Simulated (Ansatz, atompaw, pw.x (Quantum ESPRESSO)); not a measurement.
# pw.x on sc Li: one setting changed

Potential: PAW, atompaw 4.2.0.5, PBE; core [He], reference 2s1 2p0; waves: 2s (bound): rc 3.00 bohr; 2s channel at 0.15 Ry: rc 2.85 bohr; 2p (bound, empty): rc 3.00 bohr; 2p channel at 1.05 Ry: rc 3.00 bohr; local part: vpsmatchnc scheme with l = 2 at 0 Ry, radius 2.42 bohr; core correction: smooth core density matched at 1.80 bohr; augmentation: sinc compensation charge, radius 2.45 bohr; PAW radius 3.00 bohr; waves and projectors: custom rrkj vanderbiltortho.

The reference run (k-mesh 12³, cutoffs 40/400 Ry, Fermi–Dirac 0.01 Ry, mixing_beta 0.4, conv_thr 1e-9, no spin) gives -0.07 GPa at 20.588 Å³/atom, where all-electron LAPW gives -0.06 GPa. This run, with its own iteration cap, changes ecutrho/ecutwfc to 1, a wrong or extreme entry chosen on purpose.

```
&control
  calculation='scf', prefix='x', pseudo_dir='./', outdir='./tmp', tstress=.true., disk_io='none'
/
&system
  ibrav=0, nat=1, ntyp=1, ecutwfc=40, ecutrho=40, nbnd=7,
  occupations='smearing', smearing='fd', degauss=0.01
/
&electrons
  conv_thr=1e-09, mixing_beta=0.4, electron_maxstep=70
/
ATOMIC_SPECIES
Li 1.0 Li.UPF
CELL_PARAMETERS angstrom
  2.74076239 0.00000000 0.00000000
  0.00000000 2.74076239 0.00000000
  0.00000000 0.00000000 2.74076239
ATOMIC_POSITIONS crystal
Li 0.0000 0.0000 0.0000
K_POINTS automatic
12 12 12 0 0 0
```

```bash
pw.x < Li.scf.in > Li.scf.out
```

How does the run end?

It stops with "set_cutoff: ecutrho <= ecutwfc?!?".

```
Error in routine set_cutoff (1):
     ecutrho <= ecutwfc?!?
```

The run took about 0.6 s on one core of a shared host (Intel(R) Xeon(R) Platinum 8375C CPU @ 2.90GHz, 128 threads, 992 GiB, load 147).
